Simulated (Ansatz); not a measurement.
How far is PAW off for Ti?

```yaml
crystal:
  lattice:
    - [-1.62582, 1.62582, 1.62582]
    - [1.62582, -1.62582, 1.62582]
    - [1.62582, 1.62582, -1.62582]
  atoms:
    - { symbol: Ti, position: [0.00000, 0.00000, 0.00000] }
```

The cell is the one relaxed in the Materials Project (mp-73), not relaxed further here; entries there can be hypothetical.

Levels of theory: DFT, PBE, PAW with Ansatz's default frozen-core files, scalar-relativistic (Ansatz 0.2.0); DFT, PBE, all-electron LAPW, scalar-relativistic (Ansatz 0.2.0).

For PAW: a Γ-centred 18×18×18 k mesh, Fermi–Dirac smearing of 0.05 eV, cutoff 420 eV, no spin polarisation. LAPW targets a basis error of 1 meV/atom. The Ansatz runs share mesh, smearing and spin set-up. Plane-wave (PAW) pressures include the program's estimate of the Pulay term.

Stress and pressure are positive in compression.

Levels count from the Fermi level.

```csv
quantity,PAW,LAPW
pressure (GPa),0.43,0.42
highest filled level at H (eV),-2.142,-2.143
lowest empty level at H (eV),3.979,3.979
highest filled level at Γ (eV),-5.949,-5.949
lowest empty level at Γ (eV),1.001,1.001
highest filled level at P (eV),-0.615,-0.615
lowest empty level at P (eV),3.192,3.191
```

PAW's pressure differs from the LAPW value by about 0.01 GPa or less.
